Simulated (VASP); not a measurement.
# Sn (Fd-3m) in VASP: notebook

One crystal, Sn, is run at these levels: PBE; tasks: relaxation of cell and atoms.

All numbers are computed with VASP 6.6.1; they aren't measurements. Logs are shortened: lines on timing, memory, paths and dates and some standing lists are left out, and cuts for length are marked.

### 1 The structure

The structure is cubic, space group Fd-3m (No. 227). The conventional cell has a = 6.467 Å, b = 6.467 Å, c = 6.467 Å, α = 90.00°, β = 90.00°, γ = 90.00°. Around Sn (site symmetry -43m) lie 4 Sn at 2.80 Å.

This isn't the form of Sn at room conditions, which is tetragonal (white tin).

### 2 Relaxation of cell and atoms, PBE

INCAR reads:

```
SYSTEM = Sn
ALGO = Normal
EDIFF = 1E-7
EDIFFG = -0.002
ENCUT = 250
GGA = PE
IBRION = 2
ISIF = 3
ISMEAR = 0
LASPH = .TRUE.
LCHARG = .FALSE.
LREAL = .FALSE.
LWAVE = .FALSE.
NELM = 60
NSW = 80
PREC = Accurate
SIGMA = 0.02
```

KPOINTS reads:

```
k-points
0
G
  8 8 8
  0 0 0
```

POSCAR reads:

```
Sn
1.0
    0.0000000000      3.2333428000      3.2333428000
    3.2333428000      0.0000000000      3.2333428000
    3.2333428000      3.2333428000      0.0000000000
Sn
2
Direct
    0.0000000000      0.0000000000      0.0000000000
    0.2500000000      0.2500000000      0.2500000000
```

Potentials or basis: VASP PAW PBE potentials, release 64 (Sn_d).

Command:

```sh
$ cat potpaw_PBE.64/Sn_d/POTCAR > POTCAR
$ mpirun -np 1 vasp_std > vasp.out
```

OUTCAR:

```text
SYSTEM = Sn
   EDIFF = 1E-7
   EDIFFG = -0.002
   ENCUT = 250
   GGA = PE
   IBRION = 2
   ISIF = 3
   ISMEAR = 0
   LASPH = .TRUE.
   LREAL = .FALSE.
   NELM = 60
   NSW = 80
   PREC = Accurate

 ion  position               nearest neighbor table
   1  0.000  0.000  0.000-   2 2.80   2 2.80   2 2.80   2 2.80
   2  0.250  0.250  0.250-   1 2.80   1 2.80   1 2.80   1 2.80

  LATTYP: Found a face centered cubic cell.
 ALAT       =     6.4666856000

  Lattice vectors:

 A1 = (   0.0000000000,   3.2333428000,   3.2333428000)
 A2 = (   3.2333428000,   0.0000000000,   3.2333428000)
 A3 = (   3.2333428000,   3.2333428000,   0.0000000000)

Analysis of symmetry for initial positions (statically):
=====================================================================
 Subroutine PRICEL returns:
 Original cell was already a primitive cell.

 Routine SETGRP: Setting up the symmetry group for a
 face centered cubic supercell.

 Subroutine GETGRP returns: Found 48 space group operations
 (whereof 24 operations were pure point group operations)
 out of a pool of 48 trial point group operations.

The static configuration has the point symmetry T_d .
 The point group associated with its full space group is O_h .

Analysis of symmetry for dynamics (positions and initial velocities):
=====================================================================
 Subroutine PRICEL returns:
 Original cell was already a primitive cell.

 Routine SETGRP: Setting up the symmetry group for a
 face centered cubic supercell.

 Subroutine GETGRP returns: Found 48 space group operations
 (whereof 24 operations were pure point group operations)
 out of a pool of 48 trial point group operations.

The dynamic configuration has the point symmetry T_d .
 The point group associated with its full space group is O_h .

 Subroutine INISYM returns: Found 48 space group operations
 (whereof 24 operations are pure point group operations),
 and found     1 'primitive' translations

----------------------------------------------------------------------------------------

                                     Primitive cell

  volume of cell :      67.6060

  direct lattice vectors                    reciprocal lattice vectors
     0.000000000  3.233342800  3.233342800    -0.154638723  0.154638723  0.154638723
[... 90 lines left out ...]
   IBRION =      2    ionic relax: 0-MD 1-quasi-New 2-CG
   NFREE  =      1    steps in history (QN), initial steepest desc. (CG)
   ISIF   =      3    stress and relaxation
   ISYM   =      2    0-nonsym 1-usesym 2-fastsym
   POTIM  = 0.5000    time-step for ionic-motion
   TEBEG  =    0.0;   TEEND  =   0.0 temperature during run
   PSTRESS=    0.0 pullay stress
   NELECT =      28.0000    total number of electrons
   NUPDOWN=      -1.0000    fix difference up-down
   EMIN   =  10.00;   EMAX   =-10.00  energy-range for DOS
   EFERMI =   0.00;   METHOD = LEGACY
   ISMEAR =     0;   SIGMA  =   0.02  broadening in eV -4-tet -1-fermi 0-gaus
   EFERMI_NEDOS =   21; number of points for ismear=-14 and -15
   IALGO  =     38    algorithm
   IMIX   =      4    mixing-type and parameters
     AMIX     =   0.40;   BMIX     =  1.00
     AMIX_MAG =   1.60;   BMIX_MAG =  1.00
  volume/ion in A,a.u.               =      33.80       228.11
  Fermi-wavevector in a.u.,A,eV,Ry     =   1.220298  2.306028 20.260793  1.489126
  Thomas-Fermi vector in A             =   2.355520
   LORBIT       =      0    0 simple, 1 ext, 2 COOP (PROOUT), +10 PAW based schemes
   GGA     = PE    functional components
   LHFCALC =     F    Hartree Fock is set to
   AEXX    =    0.0000 exact exchange contribution
   IVDW    =     0    specifies the selected vdW correction
   LEPSILON=     F    determine dielectric tensor
   LRPA    =     F    only Hartree local field effects (RPA)
 conjugate gradient relaxation of ions
 non-spin polarized calculation
 Gauss-broadening in eV      SIGMA  =   0.02
  energy-cutoff  :      250.00
  volume of cell :       67.61
 maximum number of plane-waves:       620
   NGX = 11   NGY = 11   NGZ = 11

--------------------------------------- Ionic step        1  -------------------------------------------

 number of electron      28.0000018 magnetization

 Free energy of the ion-electron system (eV)
  ---------------------------------------------------
  ext. energy  EPLUGINS =         0.00000000
  ---------------------------------------------------
  free energy    TOTEN  =        -7.62037827 eV

  energy without entropy =       -7.62029011  energy(sigma->0) =       -7.62033419

------------------------ aborting loop because EDIFF is reached ----------------------------------------

  FORCE on cell =-STRESS in cart. coord.  units (eV):
  Direction    XX          YY          ZZ          XY          YZ          ZX
  --------------------------------------------------------------------------------------
  -------------------------------------------------------------------------------------
  Total        1.5014163      1.5014163      1.5014163     -0.0000000      0.0000000      0.0000000
  in kB       35.5816807     35.5816807     35.5816807     -0.0000000      0.0000000      0.0000000
  external PRESSURE =      35.5816807 kB  Pullay stress =       0.0000000 kB
[... 23 lines left out ...]
--------------------------------------- Ionic step        2  -------------------------------------------

 number of electron      27.9999967 magnetization

 E-fermi :   4.5354     XC(G=0):  -8.4602

 val. band max:        4.5190415058   @ k =   0.1250   0.0000   0.0000
 cond. band min:       4.5917452591   @ k =   0.3750   0.0000   0.0000
 fundamental gap:      0.0727037534
 Fermi energy:         4.5353670203

 k-point     1 :       0.0000    0.0000    0.0000
  band No.  band energies     occupation
      1     -16.8242      2.00000
      2     -16.8242      2.00000
      3     -16.8242      2.00000
      4     -16.7789      2.00000
      5     -16.7789      2.00000
      6     -16.5397      2.00000
[... 530 lines left out ...]
--------------------------------------- Ionic step        3  -------------------------------------------

 number of electron      27.9999896 magnetization

 Free energy of the ion-electron system (eV)
  ---------------------------------------------------
  ext. energy  EPLUGINS =         0.00000000
  ---------------------------------------------------
  free energy    TOTEN  =        -7.66921541 eV

  energy without entropy =       -7.66912725  energy(sigma->0) =       -7.66917133

 E-fermi :   4.9749     XC(G=0):  -8.6370

 val. band max:        4.9748715825   @ k =   0.5000   0.0000   0.0000
 cond. band min:       5.0704466846   @ k =   0.3750   0.0000   0.0000
 fundamental gap:      0.0955751021
 Fermi energy:         4.9748717580

 k-point     1 :       0.0000    0.0000    0.0000
  band No.  band energies     occupation
      1     -16.4729      2.00000
      2     -16.4729      2.00000
      3     -16.4729      2.00000
      4     -16.4215      2.00000
      5     -16.4215      2.00000
      6     -16.1538      2.00000
[... 524 lines left out ...]
  FREE ENERGIE OF THE ION-ELECTRON SYSTEM (eV)
  ---------------------------------------------------
  free  energy   TOTEN  =        -7.6692154134 eV

  energy  without entropy=       -7.6691272534  energy(sigma->0) =       -7.66917133

 reached required accuracy - stopping structural energy minimisation
```

CONTCAR:

```text
Sn
   1.00000000000000
    -0.0000000000000000    3.3042280039857608    3.3042280039857608
     3.3042280039857608    0.0000000000000000    3.3042280039857608
     3.3042280039857608    3.3042280039857608    0.0000000000000000
  Sn
     2
Direct
     0.0000000000000000    0.0000000000000000    0.0000000000000000
     0.2500000000000000    0.2500000000000000    0.2500000000000000

  0.00000000E+00  0.00000000E+00  0.00000000E+00
  0.00000000E+00  0.00000000E+00  0.00000000E+00
```

Wall time 16 s (1 thread of Intel Xeon Platinum 8488C (Sapphire Rapids), shared host); peak memory 0.13 GiB.

These settings aren't checked as converged: the numbers below hold their error.

Results:

```yaml
Free_energy: -7.6692 eV
Relaxed_volume: 36.08 Å³/atom
Relaxed_cell: a = 4.673 Å, b = 4.673 Å, c = 4.673 Å, α = 60.00°, β = 60.00°, γ = 60.00°
Space_group_after_relaxing_to_0.05_Å: Fd-3m (No. 227)
Energy_gained_by_relaxing: 24.4 meV/atom
Ionic_steps: 3
Band_gap_on_the_k_mesh: none (metal or under the smearing width)
```

Caveat: the cutoff is under 1.25 times the usual one of these potentials, so pressure, stress and relaxed cells hold a basis-set (Pulay) error.

### 3 Relaxation of cell and atoms, PBE

This run uses another cell than the first one, of 36.08 Å³/atom, 1.067 times its volume.

INCAR is that of step 2.

KPOINTS is that of step 2.

POSCAR reads:

```
Sn                                      
1.0
   -0.0000000000      3.3042280040      3.3042280040
    3.3042280040      0.0000000000      3.3042280040
    3.3042280040      3.3042280040      0.0000000000
  Sn            
     2
Direct
     0.0000000000000000    0.0000000000000000    0.0000000000000000
     0.2500000000000000    0.2500000000000000    0.2500000000000000
```

Potentials or basis: VASP PAW PBE potentials, release 64 (Sn_d).

Command:

```sh
$ cat potpaw_PBE.64/Sn_d/POTCAR > POTCAR
$ mpirun -np 1 vasp_std > vasp.out
```

Wall time 14 s (1 thread of Intel Xeon Platinum 8488C (Sapphire Rapids), shared host); peak memory 0.13 GiB.

These settings aren't checked as converged: the numbers below hold their error.

Results:

```yaml
Free_energy: -7.6840 eV
Relaxed_volume: 36.55 Å³/atom
Relaxed_cell: a = 4.693 Å, b = 4.693 Å, c = 4.693 Å, α = 60.00°, β = 60.00°, γ = 60.00°
Space_group_after_relaxing_to_0.05_Å: Fd-3m (No. 227)
Energy_gained_by_relaxing: 0.8 meV/atom
Ionic_steps: 3
Band_gap_on_the_k_mesh: none (metal or under the smearing width)
```

Caveat: the cutoff is under 1.25 times the usual one of these potentials, so pressure, stress and relaxed cells hold a basis-set (Pulay) error.
